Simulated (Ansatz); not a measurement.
Runs of Ansatz 0.2.0 on HfO2. The structure is cubic, space group Fm-3m (No. 225). Conventional cell: a = 5.115 Å, b = 5.115 Å, c = 5.115 Å, α = 90.00°, β = 90.00°, γ = 90.00°. Hf (site symmetry m-3m) has 8 O at 2.21 Å as nearest neighbours. Around O (site symmetry -43m) lie 4 Hf at 2.21 Å. Measurements of this composition are mostly on another form, of space group No. 14.

```csv
task,level,potentials or basis,k mesh,cutoff (eV),smearing,basis error allowed,mesh quality,gap on the mesh (eV),pressure (GPa),V0 of scaled cells (Å³/atom),B0 (GPa)
single point,PBE,"all-electron LAPW, scalar-relativistic",6 × 6 × 6,343,fermi-dirac 0.02 eV,0.002 eV/atom,not flagged,3.71,-2.5,-,-
band structure,PBEsol,"all-electron LAPW, scalar-relativistic",9 × 9 × 9,343,fermi-dirac 0.05 eV,0.002 eV/atom,not flagged,3.69,-10.2,-,-
equation of state,PBE,"all-electron LAPW, scalar-relativistic",9 × 9 × 9,-,fermi-dirac 0.05 eV,0.001 eV/atom,not flagged,-,-,11.04,(b)
phonons,BLYP+D4,"all-electron LAPW, non-relativistic",9 × 9 × 9,395,fixed,0.001 eV/atom,not flagged,(a),-,-,-
single point,PBE,"all-electron LAPW, scalar-relativistic",5 × 5 × 5,327,fermi-dirac 0.03 eV,0.003 eV/atom,coarse,(c),-2.5,-,-
single point,PBE,"all-electron LAPW, scalar-relativistic",9 × 9 × 9,371,fermi-dirac 0.05 eV,0.001 eV/atom,not flagged,3.82,-2.5,-,-
equation of state,PBEsol,"all-electron LAPW, scalar-relativistic",9 × 9 × 9,-,fermi-dirac 0.05 eV,0.002 eV/atom,not flagged,-,-,10.69,(d)
single point,PBE,"all-electron LAPW, scalar-relativistic",4 × 4 × 4,343,fermi-dirac 0.04 eV,0.002 eV/atom,coarse,3.71,-2.5,-,-
band structure,LDA,"all-electron LAPW, scalar-relativistic",9 × 9 × 9,343,fermi-dirac 0.05 eV,0.002 eV/atom,not flagged,3.61,-16.5,-,-
```

Alike in all rows: no spin polarisation; cell as given.

**Question.** Fill in the values left out.

**Answer.** (a) 3.39; (b) 246; (c) 4.01; (d) 265.

Caveats: some runs use coarse meshes; spin-orbit coupling is left out, which moves the levels of the heavy elements (some runs); an odd mesh through Γ misses points on the zone boundary, where band edges often lie (some runs); the mesh misses the band edges, which the band path finds closer together (some runs); relativity is left out, which matters for the heavier elements (some runs).

A k mesh can miss the band edges, and the runs leave out spin-orbit coupling on Hf.

Not every run made on this cell is shown here.
